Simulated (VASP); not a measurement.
# Sn (Fd-3m) in VASP: a series of runs

Runs on Sn. Level: LDA. Tasks: relaxation of cell and atoms.

All numbers are computed with VASP 6.6.1; they aren't measurements. Logs are shortened: lines on timing, memory, paths and dates and some standing lists are left out, and cuts for length are marked.

**1. The structure**

It takes space group Fd-3m (No. 227, cubic). Conventional cell: a = 6.467 Å, b = 6.467 Å, c = 6.467 Å, α = 90.00°, β = 90.00°, γ = 90.00°. Sn (site symmetry -43m) has 4 Sn at 2.80 Å as nearest neighbours.

This isn't the form of Sn at room conditions, which is tetragonal (white tin).

**2. Relaxation of cell and atoms, LDA**

File INCAR:

```
SYSTEM = Sn
  PREC = Accurate
  ENCUT = 520
  EDIFF = 1E-7
  ISMEAR = 0
  SIGMA = 0.02
  LREAL = .FALSE.
  LASPH = .TRUE.
  NELM = 80
  ALGO = Normal
  ISIF = 3
  LWAVE = .FALSE.
  LCHARG = .FALSE.
  GGA = CA
  IBRION = 2
  NSW = 80
  EDIFFG = -0.002
```

File KPOINTS:

```
Automatic mesh
0
G
  8 8 8
  0 0 0
```

File POSCAR:

```
Sn
1.0
    0.0000000000      3.2333428000      3.2333428000
    3.2333428000      0.0000000000      3.2333428000
    3.2333428000      3.2333428000      0.0000000000
Sn
2
Direct
    0.0000000000      0.0000000000      0.0000000000
    0.2500000000      0.2500000000      0.2500000000
```

Potentials or basis: VASP PAW LDA potentials, release 64 (Sn_d).

Launch:

```sh
$ cat potpaw_LDA.64/Sn_d/POTCAR > POTCAR
$ mpirun -np 1 vasp_std > vasp.out
```

OUTCAR:

```text
SYSTEM = Sn
   PREC = Accurate
   ENCUT = 520
   EDIFF = 1E-7
   ISMEAR = 0
   LREAL = .FALSE.
   LASPH = .TRUE.
   NELM = 80
   ISIF = 3
   GGA = CA
   IBRION = 2
   NSW = 80
   EDIFFG = -0.002

 ion  position               nearest neighbor table
   1  0.000  0.000  0.000-   2 2.80   2 2.80   2 2.80   2 2.80
   2  0.250  0.250  0.250-   1 2.80   1 2.80   1 2.80   1 2.80

  LATTYP: Found a face centered cubic cell.
 ALAT       =     6.4666856000

  Lattice vectors:

 A1 = (   0.0000000000,   3.2333428000,   3.2333428000)
 A2 = (   3.2333428000,   0.0000000000,   3.2333428000)
 A3 = (   3.2333428000,   3.2333428000,   0.0000000000)

Analysis of symmetry for initial positions (statically):
=====================================================================
 Subroutine PRICEL returns:
 Original cell was already a primitive cell.

 Routine SETGRP: Setting up the symmetry group for a
 face centered cubic supercell.

 Subroutine GETGRP returns: Found 48 space group operations
 (whereof 24 operations were pure point group operations)
 out of a pool of 48 trial point group operations.

The static configuration has the point symmetry T_d .
 The point group associated with its full space group is O_h .

Analysis of symmetry for dynamics (positions and initial velocities):
=====================================================================
 Subroutine PRICEL returns:
 Original cell was already a primitive cell.

 Routine SETGRP: Setting up the symmetry group for a
 face centered cubic supercell.

 Subroutine GETGRP returns: Found 48 space group operations
 (whereof 24 operations were pure point group operations)
 out of a pool of 48 trial point group operations.

The dynamic configuration has the point symmetry T_d .
 The point group associated with its full space group is O_h .

 Subroutine INISYM returns: Found 48 space group operations
 (whereof 24 operations are pure point group operations),
 and found     1 'primitive' translations

----------------------------------------------------------------------------------------

                                     Primitive cell

  volume of cell :      67.6060

  direct lattice vectors                    reciprocal lattice vectors
     0.000000000  3.233342800  3.233342800    -0.154638723  0.154638723  0.154638723
     3.233342800  0.000000000  3.233342800     0.154638723 -0.154638723  0.154638723
     3.233342800  3.233342800  0.000000000     0.154638723  0.154638723 -0.154638723

  length of vectors
     4.572637240  4.572637240  4.572637240     0.267842124  0.267842124  0.267842124

  position of ions in fractional coordinates (direct lattice)
     0.000000000  0.000000000  0.000000000
     0.250000000  0.250000000  0.250000000

  ion indices of the primitive-cell ions
   primitive index   ion index
                 1           1
                 2           2

----------------------------------------------------------------------------------------

 KPOINTS: Automatic mesh

Automatic generation of k-mesh.
 Grid dimensions read from file:
 generate k-points for:    8    8    8

 Generating k-lattice:

  Cartesian coordinates                     Fractional coordinates (reciprocal lattice)
    -0.019329840  0.019329840  0.019329840     0.125000000  0.000000000  0.000000000
     0.019329840 -0.019329840  0.019329840     0.000000000  0.125000000  0.000000000
     0.019329840  0.019329840 -0.019329840     0.000000000  0.000000000  0.125000000

  Length of vectors
     0.033480266  0.033480266  0.033480266

  Shift w.r.t. Gamma in fractional coordinates (k-lattice)
     0.000000000  0.000000000  0.000000000

 Subroutine IBZKPT returns following result:
 ===========================================

 Found     29 irreducible k-points:

 Following reciprocal coordinates:
            Coordinates               Weight
  0.000000  0.000000  0.000000      1.000000
  0.125000  0.000000  0.000000      8.000000
  0.250000  0.000000  0.000000      8.000000
  0.375000  0.000000  0.000000      8.000000
  0.500000  0.000000  0.000000      4.000000
  0.125000  0.125000  0.000000      6.000000
[... 16 lines left out ...]
  0.500000  0.250000  0.125000     48.000000
 -0.375000  0.250000  0.125000     24.000000
 [... further k-points ...]
   k-points           NKPTS =     29   k-points in BZ     NKDIM =     29   number of bands    NBANDS=     18
   number of dos      NEDOS =    301   number of ions     NIONS =      2
   total plane-waves  NPLWV =  46656
   dimension x,y,z NGX =    36 NGY =   36 NGZ =   36
   dimension x,y,z NGXF=    72 NGYF=   72 NGZF=   72
   ions per type =               2
   NGX,Y,Z   is equivalent  to a cutoff of  13.09, 13.09, 13.09 a.u.
   NGXF,Y,Z  is equivalent  to a cutoff of  26.18, 26.18, 26.18 a.u.
 SYSTEM =  Sn
   PREC   = accura    normal or accurate (medium, high low for compatibility)
   ISTART =      0    job   : 0-new  1-cont  2-samecut
   ICHARG =      2    charge: 1-file 2-atom 10-const
   ISPIN  =      1    spin polarized calculation?
   LNONCOLLINEAR =      F non collinear calculations
   LSORBIT =      F    spin-orbit coupling
   LASPH  =      T    aspherical Exc in radial PAW
   ENCUT  =  520.0 eV  38.22 Ry    6.18 a.u.   8.50  8.50  8.50*2*pi/ulx,y,z
   NELM   =     80;   NELMIN=  2; NELMDL= -5     # of ELM steps
   EDIFF  = 0.1E-06   stopping-criterion for ELM
   LREAL  =      F    real-space projection
   EDIFFG = -.2E-02   stopping-criterion for IOM
   NSW    =     80    number of steps for IOM
   IBRION =      2    ionic relax: 0-MD 1-quasi-New 2-CG
   NFREE  =      1    steps in history (QN), initial steepest desc. (CG)
   ISIF   =      3    stress and relaxation
   ISYM   =      2    0-nonsym 1-usesym 2-fastsym
   POTIM  = 0.5000    time-step for ionic-motion
   TEBEG  =    0.0;   TEEND  =   0.0 temperature during run
   PSTRESS=    0.0 pullay stress
   NELECT =      28.0000    total number of electrons
   NUPDOWN=      -1.0000    fix difference up-down
   EMIN   =  10.00;   EMAX   =-10.00  energy-range for DOS
   EFERMI =   0.00;   METHOD = LEGACY
   ISMEAR =     0;   SIGMA  =   0.02  broadening in eV -4-tet -1-fermi 0-gaus
   EFERMI_NEDOS =   21; number of points for ismear=-14 and -15
   IALGO  =     38    algorithm
   IMIX   =      4    mixing-type and parameters
     AMIX     =   0.40;   BMIX     =  1.00
     AMIX_MAG =   1.60;   BMIX_MAG =  1.00
  volume/ion in A,a.u.               =      33.80       228.11
  Fermi-wavevector in a.u.,A,eV,Ry     =   1.220298  2.306028 20.260793  1.489126
  Thomas-Fermi vector in A             =   2.355520
   LORBIT       =      0    0 simple, 1 ext, 2 COOP (PROOUT), +10 PAW based schemes
   GGA     = CA    functional components
   LHFCALC =     F    Hartree Fock is set to
   AEXX    =    0.0000 exact exchange contribution
   IVDW    =     0    specifies the selected vdW correction
   LEPSILON=     F    determine dielectric tensor
   LRPA    =     F    only Hartree local field effects (RPA)
 conjugate gradient relaxation of ions
 non-spin polarized calculation
 Gauss-broadening in eV      SIGMA  =   0.02
  energy-cutoff  :      520.00
  volume of cell :       67.61
 maximum number of plane-waves:      1841
 NGX is ok and might be reduce to    36
   NGX = 17   NGY = 17   NGZ = 17

--------------------------------------- Ionic step        1  -------------------------------------------

 number of electron      28.0000008 magnetization

 Free energy of the ion-electron system (eV)
  ---------------------------------------------------
  ext. energy  EPLUGINS =         0.00000000
  ---------------------------------------------------
  free energy    TOTEN  =        -8.93308751 eV

  energy without entropy =       -8.93299935  energy(sigma->0) =       -8.93304343

------------------------ aborting loop because EDIFF is reached ----------------------------------------

  FORCE on cell =-STRESS in cart. coord.  units (eV):
  Direction    XX          YY          ZZ          XY          YZ          ZX
  --------------------------------------------------------------------------------------
  -------------------------------------------------------------------------------------
  Total        0.0497624      0.0497624      0.0497624      0.0000000     -0.0000000     -0.0000000
  in kB        1.1793059      1.1793059      1.1793059      0.0000000     -0.0000000     -0.0000000
  external PRESSURE =       1.1793059 kB  Pullay stress =       0.0000000 kB
[... 57 lines left out ...]
  energy  without entropy=       -8.9330689333  energy(sigma->0) =       -8.93311301

--------------------------------------- Ionic step        3  -------------------------------------------

 number of electron      28.0000007 magnetization

 Free energy of the ion-electron system (eV)
  ---------------------------------------------------
  ext. energy  EPLUGINS =         0.00000000
  ---------------------------------------------------
  free energy    TOTEN  =        -8.93316330 eV

  energy without entropy =       -8.93307514  energy(sigma->0) =       -8.93311922

 E-fermi :   5.3651     XC(G=0):  -9.2264

 val. band max:        5.2501381715   @ k =   0.1250   0.0000   0.0000
 cond. band min:       5.3650792058   @ k =   0.5000   0.0000   0.0000
 fundamental gap:      0.1149410343
 Fermi energy:         5.3650792058

 k-point     1 :       0.0000    0.0000    0.0000
  band No.  band energies     occupation
      1     -16.1770      2.00000
      2     -16.1770      2.00000
      3     -16.1770      2.00000
      4     -16.1145      2.00000
      5     -16.1145      2.00000
      6     -15.7958      2.00000
[... 10 lines left out ...]
     17       7.5988      0.00000
     18       7.5988      0.00000
[... 466 lines left out ...]
      2     -16.2279      2.00000
      3     -16.1017      2.00000
      4     -16.0227      2.00000
      5     -16.0042      2.00000
      6     -15.9225      2.00000
[... 10 lines left out ...]
     17      10.1795      0.00000
     18      10.9869      0.00000

 [... further k-points ...]
[... 5 lines left out ...]
  --------------------------------------------------------------------------------------
  -------------------------------------------------------------------------------------
  Total       -0.0017599     -0.0017599     -0.0017599     -0.0000000      0.0000000     -0.0000000
  in kB       -0.0415880     -0.0415880     -0.0415880     -0.0000000      0.0000000     -0.0000000
  external PRESSURE =      -0.0415880 kB  Pullay stress =       0.0000000 kB
[... 17 lines left out ...]
  FREE ENERGIE OF THE ION-ELECTRON SYSTEM (eV)
  ---------------------------------------------------
  free  energy   TOTEN  =        -8.9331632976 eV

  energy  without entropy=       -8.9330751430  energy(sigma->0) =       -8.93311922

 reached required accuracy - stopping structural energy minimisation
```

It took 24 s on 1 thread of Intel Xeon 6975P-C (Granite Rapids), shared host; peak memory 0.19 GiB.

Results:

| Property | Result |
| --- | --- |
| Free energy | -8.9332 eV |
| Relaxed volume | 33.90 Å³/atom |
| Relaxed cell | a = 4.577 Å, b = 4.577 Å, c = 4.577 Å, α = 60.00°, β = 60.00°, γ = 60.00° |
| Space group after relaxing (to 0.05 Å) | Fd-3m (No. 227) |
| Energy gained by relaxing | 0.0 meV/atom |
| Ionic steps | 3 |
| Pressure after relaxing | 0.0 GPa |
| Band gap on the k mesh | none (metal or under the smearing width) |

Final structure:
```
Sn
1.0
     0.00000    3.23642    3.23642
     3.23642    0.00000    3.23642
     3.23642    3.23642    0.00000
Sn
2
Cartesian
  0.0000 0.0000 0.0000
  1.6182 1.6182 1.6182
```

**3. Relaxation of cell and atoms, LDA**

This run uses another cell than the first one, of 33.90 Å³/atom, 1.003 times its volume.

INCAR is that of step 2.

KPOINTS is that of step 2.

File POSCAR:

```
Sn                                      
1.0
    0.0000000000      3.2364159772      3.2364159772
    3.2364159772     -0.0000000000      3.2364159772
    3.2364159772      3.2364159772     -0.0000000000
  Sn            
     2
Direct
     0.0000000000000000    0.0000000000000000    0.0000000000000000
     0.2500000000000000    0.2500000000000000    0.2500000000000000
```

Potentials or basis: VASP PAW LDA potentials, release 64 (Sn_d).

Launch:

```sh
$ cat potpaw_LDA.64/Sn_d/POTCAR > POTCAR
$ mpirun -np 1 vasp_std > vasp.out
```

Wall time 21 s (1 thread of Intel Xeon 6975P-C (Granite Rapids), shared host); peak memory 0.18 GiB.

It converged, with:

```yaml
Free_energy: -8.9332 eV
Relaxed_volume: 33.89 Å³/atom
Relaxed_cell: a = 4.577 Å, b = 4.577 Å, c = 4.577 Å, α = 60.00°, β = 60.00°, γ = 60.00°
Space_group_after_relaxing_to_0.05_Å: Fd-3m (No. 227)
Energy_gained_by_relaxing: 0.0 meV/atom
Ionic_steps: 3
Pressure_after_relaxing: 0.0 GPa
Band_gap_on_the_k_mesh: none (metal or under the smearing width)
```

Final structure:
```
Sn
1.0
     0.00000    3.23626    3.23626
     3.23626    0.00000    3.23626
     3.23626    3.23626    0.00000
Sn
2
Direct
  0.00000 0.00000 0.00000
  0.25000 0.25000 0.25000
```

Levels at points of the mesh, in eV from the Fermi level:
```
           k point  band 12  band 13  band 14  band 15  band 16  band 17
(0.00, 0.00, 0.00)    -0.65     0.17     0.17     0.17     2.23     2.23
(0.50, 0.00, 0.00)    -6.28    -1.04    -1.04     0.00     3.31     3.31
(0.50, 0.50, 0.00)    -7.50    -2.40    -2.40     0.84     0.84     7.79
```
